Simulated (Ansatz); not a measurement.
The elements of this relaxed trial crystal are hidden behind letters.

```
lattice vectors (Å)
   3.9289    0.0000    0.0000
  -1.9645    3.4025    0.0000
   0.0000    0.0000    6.2836
fractional positions
X 0.3333 0.6667 0.8156
X 0.6667 0.3333 0.3156
Z 0.6667 0.3333 0.9345
Z 0.3333 0.6667 0.4345
```

Level of theory: Ansatz 0.2.0, DFT PBE, scalar-relativistic, plane waves, PAW. Cutoff 420 eV, Γ-centred 6×6×4 mesh (4-atom cell), Gaussian smearing of 0.02 eV, no spin polarisation.

- Space group: P6_3mc (No. 186)
- Conventional cell: a = 3.929 Å, c = 6.284 Å
- Volume per atom: 21.00 Å³
- Density: 1.68 g/cm³
- Energy over the elements: −1.878 eV/atom
- Gap on the 6×6×4 mesh of the 4-atom cell: 5.93 eV

Energies are uncorrected and count from the elements' standard states at the same level.

Question: X is an s-block element of period 2 and Z is a p-block element of period 3. Which elements are they?

Answer: X = Li, Z = Cl, so the formula is LiCl, here in the wurtzite type. Density times volume gives a mean mass of 1.68 × 21.00/1.6605 = 21.2 u per atom, and this set has 21.2 u. Among the elements that the hints allow, noble gases aside, only these give it. Li has 4 Cl at 2.39 Å; Cl is surrounded by 4 Li at 2.39 Å.

Kohn–Sham gaps at this level usually fall short of measured ones. This cell was reached by moving the atoms of another relaxed cell at random and relaxing again, last within the group found; it had no such test of its own.
